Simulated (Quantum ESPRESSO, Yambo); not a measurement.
# BAs (F-43m): G0W0 with Yambo, start to end, part 2 of 3

Aim: the G0W0 gap of BAs (F-43m) on PBE, step by step.

Quantum ESPRESSO 7.5 and Yambo 5.3.0; PBE and many-body steps on it, plane waves. Known limits of the many-body steps: not at the basis limit; exchange with frozen shells missing; no spin-orbit coupling.

So far. Step 2 (Ground state): The gap is indirect, with the least direct gap 2.08 eV higher. Step 3 (Bands along the symmetry lines): The gap is 1.209 eV, as in the run before at this level.

### 4. Empty states on the mesh, 6×6×6 mesh, 80 bands

Level of this step: DFT, PBE, plane waves, norm-conserving pseudopotentials (Quantum ESPRESSO).

The sums over transitions need many empty states on a uniform mesh; this step solves for them.

File pw.in:

```
&control
  calculation = 'nscf'
  prefix = 'x'
  outdir = 'o'
  pseudo_dir = 'pseudo'
/
&system
  ibrav = 0
  nat = 2
  ntyp = 2
  ecutwfc = 76.0
  nbnd = 80
  force_symmorphic = .true.
/
&electrons
  conv_thr = 1e-9
  electron_maxstep = 80
  diago_full_acc = .true.
  diago_thr_init = 5e-6
/
ATOMIC_SPECIES
  B 10.81 B.upf
  As 74.922 As.upf
CELL_PARAMETERS angstrom
  -0.0000000000 2.3885000000 2.3885000000
  2.3885000000 -0.0000000000 2.3885000000
  2.3885000000 2.3885000000 -0.0000000000
ATOMIC_POSITIONS crystal
  B 0.0000000000 0.0000000000 0.0000000000
  As 0.2500000000 0.2500000000 0.2500000000
K_POINTS automatic
  6 6 6 0 0 0
```

Launch:

```sh
$ OMP_NUM_THREADS=1 mpirun -n 4 pw.x -nk 4 -in pw.in > pw.out
```

Log:

```text
[banner, memory and clock lines left out]
Program PWSCF v.7.5 starts

     Atomic positions and unit cell read from directory:
     o/x.save/

     Message from routine setup:
     using ibrav=0 with symmetry is DISCOURAGED, use correct ibrav instead

     G-vector sticks info

     bravais-lattice index     =            0
     lattice parameter (alat)  =       6.3832  a.u.
     unit-cell volume          =     183.9087 (a.u.)^3
     number of atoms/cell      =            2
     number of atomic types    =            2
     number of electrons       =        18.00
     number of Kohn-Sham states=           80
     kinetic-energy cutoff     =      76.0000  Ry
     charge density cutoff     =     304.0000  Ry
     Exchange-correlation= PBE
                           (   1   4   3   4   0   0   0)

     celldm(1)=   6.383210  celldm(2)=   0.000000  celldm(3)=   0.000000
     celldm(4)=   0.000000  celldm(5)=   0.000000  celldm(6)=   0.000000

     crystal axes: (cart. coord. in units of alat)
               a(1) = (  -0.000000   0.707107   0.707107 )
               a(2) = (   0.707107  -0.000000   0.707107 )
               a(3) = (   0.707107   0.707107  -0.000000 )

     reciprocal axes: (cart. coord. in units 2 pi/alat)
               b(1) = ( -0.707107  0.707107  0.707107 )
               b(2) = (  0.707107 -0.707107  0.707107 )
               b(3) = (  0.707107  0.707107 -0.707107 )
     Pseudo is Norm-conserving + core correction, Zval =  3.0
     Generated using ONCVPSP code by D. R. Hamann
     Using radial grid of 1534 points,  4 beta functions with:
     Pseudo is Norm-conserving + core correction, Zval = 15.0
     Generated using ONCVPSP code by D. R. Hamann
     Using radial grid of 1358 points,  6 beta functions with:
     B                 3.00    10.81000     B ( 1.00)
     As               15.00    74.92200     As( 1.00)

     24 Sym. Ops. (no inversion) found

   Cartesian axes

     site n.     atom                  positions (alat units)
         1        B      tau(   1) = (   0.0000000   0.0000000   0.0000000  )
         2        As     tau(   2) = (   0.3535534   0.3535534   0.3535534  )

     number of k points=    16
                       cart. coord. in units 2pi/alat
        k(    1) = (   0.0000000   0.0000000   0.0000000), wk =   0.0092593
        k(    2) = (   0.1178511   0.1178511  -0.1178511), wk =   0.0740741
        k(    3) = (   0.2357023   0.2357023  -0.2357023), wk =   0.0740741
[...]
[... 4 further rows ...]
        k(   15) = (  -0.1178511  -0.3535534   0.5892557), wk =   0.2222222
        k(   16) = (  -0.7071068   0.2357023   0.0000000), wk =   0.1111111

     Dense  grid:    16457 G-vectors     FFT dimensions: (  36,  36,  36)

     The potential is recalculated from file :
     o/x.save/charge-density

     Starting wfcs are   13 randomized atomic wfcs +   67 random wfcs

     Band Structure Calculation

     End of band structure calculation

          k = 0.0000 0.0000 0.0000 (  2085 PWs)   bands (ev):

   -24.5717 -24.5717 -24.5717 -24.5522 -24.5522  -4.0540  11.3431  11.3431
    11.3431  14.6353  14.6353  14.6353  16.0307  20.9518  24.5116  24.5116
    25.8254  25.8254  25.8254  30.3182  41.1430  41.1430  41.1430  48.1989
[...]
k = 0.1179 0.1179-0.1179 (  2052 PWs)   bands (ev):

[...]
k = 0.2357 0.2357-0.2357 (  2030 PWs)   bands (ev):

[...]
90.6022  93.3101  93.3101  93.3146  97.0537  97.0537  99.1260 102.7752
   102.7752 103.8365 104.7332 105.6626 107.1973 107.1973 107.7424 110.9074

          k =-0.3536-0.3536 0.3536 (  2060 PWs)   bands (ev):

     [... further k-points ...]

     highest occupied, lowest unoccupied level (ev):    11.3431   12.6372

     XML data file, pseudopotentials, collected wavefunctions
```

The job ended after 5 s (4 MPI ranks of Arm Neoverse V1, shared host; peak memory 0.22 GiB; 20 s of CPU time).

Numbers from this step:

```yaml
gap: 1.294 eV
k_of_the_valence_top: 0, 0, 0
k_of_the_conduction_bottom: 0, 0.3333, 0.3333
least_direct_gap: 3.292 eV
k_points_computed: 16
lowest_point_of_the_top_converged_band_above_the_valence_top: 94.3079 eV
```

On this mesh the gap is 1.294 eV. The earlier step found 1.209 eV, so this mesh misses an edge.

### 5. Conversion and set-up

This step: Yambo 5.3.0; conversion and set-up on PBE, plane waves, norm-conserving pseudopotentials.

The states are converted to the many-body program's format and the q mesh is built.

Launch:

```sh
$ (cd o/x.save; p2y > p2y.log; mv SAVE ../..); yambo > setup.log
```

Log:

```text
 Yambo, version 5.3.0

 [02] CORE Variables Setup
 =========================

  [02.01] Unit cells
  ==================

  Cell kind             :  FCC
  Atoms in the cell     :  B  As
  number of B  atoms    :  1
  number of As atoms    :  1

  List of atomic masses
  Mass of B     :  10.81000
  Mass of As    :  74.92200

  List of atomic coordinates    : [cc]
  B1       :  0.000000  0.000000  0.000000  order 1
  As1       :  2.256805  2.256805  2.256805  order 2

  Alat factors          :  4.513611  4.513611  4.513611 [a.u.]
  Direct lattice volume :  183.9087 [a.u.]
  Direct lattice vectors:  A[ 1 ]  A[ 2 ]  A[ 3 ]
   A[ 1 ]: -0.000000  1.000000  1.000000  [iru]
  -0.000000  4.513611  4.513611  [cc]
   A[ 2 ]:  1.000000 -0.000000  1.000000  [iru]
   4.513611 -0.000000  4.513611  [cc]
   A[ 3 ]:  1.000000  1.000000 -0.000000  [iru]
   4.513611  4.513611 -0.000000  [cc]

  Recip. lattice volume :  1.348768 [a.u.]
  Recip. lattice vectors:  B[ 1 ]  B[ 2 ]  B[ 3 ]
   B[ 1 ]: -0.500000  0.500000  0.500000  [iku]
  -0.696026  0.696026  0.696026  [cc]
   B[ 2 ]:  0.500000 -0.500000  0.500000  [iku]
   0.696026 -0.696026  0.696026  [cc]
   B[ 3 ]:  0.500000  0.500000 -0.500000  [iku]
   0.696026  0.696026 -0.696026  [cc]

  [02.02] Symmetries
  ==================

  Inversion symmetry    : yes
  Spatial inversion     : no
  Inversion index       :  25
  K-space Time-reversal : yes
  Magnetic symmetries   : no
  Time-reversal derived K-space symmetries:   25   48
  Group table correct   : yes
  Symmetries units      :  [cc]

   [S  1]:   1.0000     -0.32065E-16 -0.32065E-16 -0.32065E-16   1.0000      0.32065E-16  0.32065E-16  0.32065E-16   1.0000
   [S  2]:  -1.0000      0.32065E-16 -0.32065E-16  0.32065E-16  -1.0000      0.32065E-16 -0.32065E-16 -0.32065E-16   1.0000
   [S  3]:  -1.0000     -0.32065E-16  0.32065E-16  0.32065E-16   1.0000     -0.32065E-16 -0.32065E-16  0.32065E-16  -1.0000
[...]
[S  9]: -0.32065E-16   1.0000     -0.32065E-16  0.32065E-16 -0.32065E-16   1.0000       1.0000      0.32065E-16  0.32065E-16
   [S 10]: -0.32065E-16  -1.0000      0.32065E-16  0.32065E-16  0.32065E-16  -1.0000       1.0000     -0.32065E-16 -0.32065E-16
     [... 36 further rows ...]
   [S*47]:   1.0000     -0.32065E-16  0.32065E-16 -0.32065E-16  0.32065E-16  -1.0000      0.32065E-16   1.0000     -0.32065E-16
   [S*48]:   1.0000      0.32065E-16 -0.32065E-16 -0.32065E-16 -0.32065E-16   1.0000      0.32065E-16  -1.0000      0.32065E-16

  [02.03] Reciprocal space
  ========================

  nG shells         :  211
  nG charge         :  16457
  nG WFs            :  2709
  nC WFs            :  2085
  G-vecs. in first 21 shells:  [ Number ]
     1    9   15   27   51   59   65   89  113
    137   169   181   229   259   283   307   331   339
    387   411   459
  ...
  Shell energy in first 21 shells:  [ mHa ]
[...]
[02.05] Energies & Occupations
  ==============================

  [X] === General ===
  [X] Electronic Temperature                        :  0.000000  0.000000 [eV K]
  [X] Bosonic    Temperature                        :  0.000000  0.000000 [eV K]
  [X] Finite Temperature mode                       : no
  [X] El. density                                   :  0.66049E+24 [cm-3]
  [X] Fermi Level                                   :  11.34311 [eV]

  [X] === Gaps and Widths ===
  [X] Conduction Band Min                           :  1.294135 [eV]
  [X] Valence Band Max                              :  0.000000 [eV]
  [X] Filled Bands                                  :   9
  [X] Empty Bands                                   :   10   80
  [X] Direct Gap                                    :  3.292229 [eV]
  [X] Direct Gap localized at k                     :  1
  [X] Indirect Gap                                  :  1.294135 [eV]
  [X] Indirect Gap between kpts                     :   1  10
  [X] Last valence band width                       :  4.947480 [eV]
  [X] 1st conduction band width                     :  3.060953 [eV]

  E @ K [ 1]:  [eV]
   -35.9148     -35.9148     -35.9148     -35.8953     -35.8953     -15.3971    -0.374762E-8 -0.239417E-8
    0.00000   3.29223   3.29223   3.29223   4.68764   9.60869  13.16854  13.16854
   14.48227  14.48227  14.48227  18.97507  29.79989  29.79989  29.79989  36.85575
  occ @ K [ 1]
[...]
E @ K [ 2]:  [eV]
[...]
occ @ K [ 2]
[...]
E @ K [ 3]:  [eV]
[...]
occ @ K [ 3]
[...]
E @ K [ 8]:  [eV]
[...]
occ @ K [ 8]
[...]
E @ K [ 9]:  [eV]
[...]
occ @ K [ 9]
[...]
E @ K [10]:  [eV]
[...]
occ @ K [10]
[...]
E @ K [11]:  [eV]
[...]
occ @ K [11]
[...]
E @ K [12]:  [eV]
[...]
occ @ K [12]
[...]
E @ K [13]:  [eV]
[...]
occ @ K [13]
[...]
E @ K [14]:  [eV]
[...]
occ @ K [14]
[...]
E @ K [15]:  [eV]
[...]
occ @ K [15]
[...]
E @ K [16]:  [eV]
[...]
occ @ K [16]
[...]
2.000000  0.000000  0.000000  0.000000  0.000000  0.000000  0.000000  0.000000
   0.000000  0.000000  0.000000  0.000000  0.000000  0.000000  0.000000  0.000000

 [03] Transferred momenta grid and indexing
 ==========================================

 IBZ Q-points                                      :  16
 BZ  Q-points                                      :  216

 K/Q-points units:
 rlu = crystal or reduced units; cc = cartesian coordinates; iku = interal k-units

 Q [ 1]         [rlu]:  0.000000  0.000000  0.000000
 Q [ 2]         [rlu]: -0.44040E-17 -0.44040E-17  0.16667
 Q [ 3]         [rlu]: -0.88081E-17 -0.88081E-17  0.33333
[...]
Q [ 8]         [rlu]: -0.63303E-17  0.16667     -0.33333
 Q [ 9]         [rlu]:  0.28747E-16  0.16667     -0.16667
 Q [10]         [rlu]: -0.18005E-16  0.33333      0.33333
     [... 4 further rows ...]
 Q [15]         [rlu]:  0.166667  0.333333 -0.333333
 Q [16]         [rlu]:  0.166667 -0.500000 -0.333333

  [03.01] X indexes
  =================

   [03.01.01] Sigma indexes
   ========================

 [06] Game Over & Game summary
```

Wall time 2.3 s (1 MPI rank); peak memory 0.24 GiB.

(Continued in part 3 of 3.)

[Paths, hosts, dates, memory and timing lines, banners, echoed tables and standing remarks are left out of the program output.]

[Logs are printed without paths, hosts, clocks, repeated set-up lines and the standing remarks that a program may print on its own settings, such as how far it seeks lower states.]

[Runs of the session that timed out or met a known fault of the program may be left out.]

[Hosts, paths, dates, database ids (printed as entryN), source tags and the programs' standing remarks are cut or masked in the printed files.]
